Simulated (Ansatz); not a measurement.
# C: a trial structure relaxed, part 2 of 2

Where does this trial cell of C go when cell and atoms are let free?

Ansatz 0.2.0; DFT PBE, scalar-relativistic, plane waves, PAW. The steps go on from the part before.

**4. Full relaxation**

The end of the coarse run is made exact in the group found at a tolerance of 0.06 Å and reduced to its primitive cell.

input.yaml

```yaml
crystal:
  lattice:
    - [-2.5230164029, 2.5230164029, 1.4353986109]
    - [2.5230164029, -2.5230164029, 1.4353986109]
    - [2.5230164029, 2.5230164029, -1.4353986109]
  atoms:
    - { symbol: C, position: [0.5, 0.5, 0.0] }
    - { symbol: C, position: [0.25, 0.75, 0.5] }
    - { symbol: C, position: [0.8033141287, 0.625, 0.6783141287] }
    - { symbol: C, position: [0.9466858713, 0.125, 0.3216858713] }
    - { symbol: C, position: [0.375, 0.1966858713, 0.3216858713] }
    - { symbol: C, position: [0.875, 0.0533141287, 0.6783141287] }
basis:
  ecutwfc: 420
kpoints:
  mp_grid: { grid: [12, 12, 12] }
hamiltonian:
  xc: pbe
scf:
  occupations: { method: gaussian, width: 0.02 }
output:
  forces: true
  stress: true
  eigenvalues: true
  write_density: true
  write_potential: true
  elf: true
  volumetric_format: npy
relax:
  adjacent_minimum: "off"
  f_tol: 0.01
  max_steps: 80
  cell: { stress_tol: 0.05 }
```

Started as:

```
> ansatz run input.yaml --threads 1 --pin off --max-ram 2560MiB --backend cpu --events-out ev --progress --plain --runs-dir out
```

Log, shortened:

```text
Warning: RAYON_NUM_THREADS=1 ignored (pool sized by the plan → 1); use --threads N
[...]
Pseudopotentials: kind: paw
Pseudopotential: C, paw, valence charge 4, recommended cutoff 420 eV (normal), C.paw.azcp
Functional definition: PBE
[...]
Crystal: 6 atoms, lattice volume = 36.549 Å³
Basis set: ecut = 420 eV, 737 PW (Γ), exchange–correlation on 54×54×54 points (8 copies of the dense FFT grid, shifted against one another)
Bands: 18, of which v1, the nominal top of the filled ones, is band 12 counted from 1 (11 counted from 0)
Symmetry: 8 space group operations
Space group: I4122 (ITA 98), of the structure as read, at distance tolerance 3.3e-5 Å
k-points: 163 of 1728 (time reversal used)
[...]
SCF iter   1: F=—  HF=-1495.938383 eV  |F-HF|=—  |Δ(HF+E_count)|=         —  Δρ=9.27e-3  dr2=2.44e-2  ethr=1.77e-3  ⟨swp⟩=6.1  Hψ=16037  notcnv=0
[...]
  k-point 0: bands = ["-9.5254", "-1.0249", "-0.0059", "-0.0059", "2.1146", "6.3227", "6.5614", "6.5614", "7.6910", "7.9999", "8.7601", "8.7601", "13.4719", "14.7409", "17.4704", "17.4704", "21.3419", "21.7417"]
[...]
--- Relaxed structure (1 steps of the walk, 1 accepted, 1 SCFs on fresh bases) ---
  F+E_penalty+E_count = -1495.93425965 eV   max|allowed force component| = 8.677e-4 eV/Å   (the final SCF, on the basis selected at the relaxed cell)
  cell:  # Å, volume = 36.5488 Å³
    - [-2.5230164029, 2.5230164029, 1.4353986109]
    - [2.5230164029, -2.5230164029, 1.4353986109]
    - [2.5230164029, 2.5230164029, -1.4353986109]
  atoms:
    - { symbol: C, position: [0.5, 0.5, 0.0] }
    - { symbol: C, position: [0.24999999999999994, 0.7500000000000001, 0.5000000000000001] }
    - { symbol: C, position: [0.8033141286999999, 0.625, 0.6783141287] }
    - { symbol: C, position: [0.9466858712999999, 0.12500000000000006, 0.3216858713] }
    - { symbol: C, position: [0.37499999999999994, 0.19668587129999995, 0.3216858712999999] }
    - { symbol: C, position: [0.875, 0.0533141287000001, 0.6783141287] }
```

Run time: 77 s. Hardware: 1 thread of Intel Xeon at 2.50GHz (Skylake/Cascade Lake), shared host; peak memory 0.42 GiB.

Relaxation path:

| step | E - E(step 1) (eV/cell) | largest force component (eV/Å) | pressure (GPa) | volume (Å³) |
| --- | --- | --- | --- | --- |
| 1 | 0.0000 | 0.0009 | 0.03 | 36.55 |
| 2 | 0.0000 | 0.0009 | 0.03 | 36.55 |

Step 1 is the start. Step 2 repeats the geometry before it on a plane-wave basis chosen anew for that cell, so its energy need not be comparable with the rows above.

Lengths and angles in the start's conventional setting:

|  | before | after | change |
| --- | --- | --- | --- |
| a (Å) | 5.046 | 5.046 | 0.0 % |
| b (Å) | 5.046 | 5.046 | 0.0 % |
| c (Å) | 2.871 | 2.871 | 0.0 % |
| volume (Å³/atom) | 6.09 | 6.09 | 0.0 % |
| shortest distance (Å) | 1.461 | 1.461 | 0.0 % |
| space group (0.01 Å) | I4_122 | I4_122 | same |

The run keeps the 8 symmetry operations of the start, so it could not have lowered the symmetry.

The maps below are laid out on this run's own conventional cell (a, b, c = 5.046, 5.046, 2.871 Å).

Density in a lattice plane of the grid's cell (edges 5.05 and 2.87 Å, at 0.000 of the third edge), which holds C.

Ten even steps from '0' (0.21 e/Å³) to '9' (1.66 e/Å³):
```
001358986421112468985310
112468875310001357886421
444567764210001246776544
777655432100000123455677
999642111011111011124699
998521000123432100012589
996410000246764200001469
764200001368986310000246
432100012589998521000123
111011224689998642211011
000123455677777655432100
001246776544444567764210
```
Columns run along the first of these edges and rows up along the second, over one cell in 24 and 12 even steps from the bottom left corner. Atoms in the plane (fractional): C at (0.00, 0.50), C at (0.50, 0.25).

ELF in the same plane.

Ten even steps from ' ' (0.01) to '@' (0.92):
```
  ..--****++++**%%%%**==--==**%%%%**++++****--..
--==**%%##**++++****--..  ..--****++++**##%%**==
++##%%@@@@%%##****==::      ::==****##%%@@@@%%##
++##@@@@@@@@##**==::....  ....::==**##@@@@@@@@##
..==%%@@@@%%**--::..::::--::::..::--**%%@@@@%%==
  ..++####++::....::==++**++==::....::++####++..
..--++**==::  ..::==++**++**++==::..  ::==**++--
++++++==::....::==**++--::--++**==::....::==++++
++++==::....::++####**..  ..**####++::....::==++
--::::..::==**##@@@@%%==::==%%@@@@##**==::..::::
    ..::==**##@@@@@@@@##++##@@@@@@@@##**==::..  
    ::==****##%%@@@@%%##**##%%@@@@%%##****==::  
```
Columns run along the first of these edges and rows up along the second, over one cell in 24 and 12 even steps from the bottom left corner. Atoms in the plane (fractional): C at (0.00, 0.50), C at (0.50, 0.25).

Both are smooth fields of the valence electrons: close to the nuclei they are not physical.

Outside the cores ELF peaks at 0.93 on the C–C line, 0.7 Å from C.

**5. Summary of results**

The summary covers parts 1 to 2. Changes of volume or cell count from the first structure of part 1.

| quantity | value |
| --- | --- |
| symmetry at the end (tolerance 0.02 Å) | space group I4_122 (No. 98) |
| conventional cell | a = 5.046 Å, b = 5.046 Å, c = 2.871 Å, α = 90.00°, β = 90.00°, γ = 90.00° |
| volume | 6.09 Å³/atom |
| energy over the standard state | +1.62 eV/atom |
| gap on the mesh | 1.41 eV |

What this shows: The space group I4_122 (No. 98) is kept, and the volume per atom grows by 28.6 % from the first guess. It lies above the element's standard state, so it is metastable at best. No finished test with a distortion of lower symmetry is shown, so the end may be a saddle point.
